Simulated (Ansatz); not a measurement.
# Ga under changes of volume

One of the cells (19.595 Å³/atom); the others are scaled copies at fixed shape and fractional positions:

```
Ga
1.0
     2.26150   -3.83050    0.00000
     2.26150    3.83050    0.00000
     0.00000    0.00000    4.52400
Ga
4
Direct
  0.34510 0.65490 0.41900
  0.15490 0.84510 0.91900
  0.65490 0.34510 0.58100
  0.84510 0.15490 0.08100
```

```yaml
Program: Ansatz 0.2.0
Functional: r2SCAN
Potentials_or_basis: Ansatz PAW
Cutoff: "500 eV (not typed: the program's choice for these potentials)"
k_mesh: 7 × 7 × 6
Occupations: fermi-dirac, width 0.05 eV
Spin: no spin polarisation
```

```tsv
volume (Å³/atom)	energy over the lowest point (meV/atom)	pressure (GPa)	largest force (eV/Å)
18.419	?	?	?
18.811	1.45	1.3	0.148
19.203	0.00	-0.1	0.145
19.595	1.69	-1.3	0.142
19.987	6.14	-2.3	0.139
20.379	13.09	-3.3	0.136
20.771	22.25	-4.1	0.133
```

**Question.** What does the run at 18.419 Å³/atom give?

**Answer.** Energy over the lowest point 6.47 meV/atom; pressure 2.8 GPa; largest force 0.154 eV/Å.

Worked out: A Birch-Murnaghan fit of order 3 (a polynomial in V^(-2/3)) to the other rows has its minimum at 19.18 Å³/atom with B0 = V·E''(V) = 63 GPa and B' = 4.6 at fixed shape and positions, which overstates the stiffness. It gives 6.39 meV/atom at 18.419 Å³/atom, against the run's 6.47, and -dE/dV = 2.8 GPa, against 2.8.

Energies are extrapolated to zero smearing.

Caveats: the PAW data sets come from PBE, with cores solved anew for the run's functional, which leaves a small shift of forces and pressure.
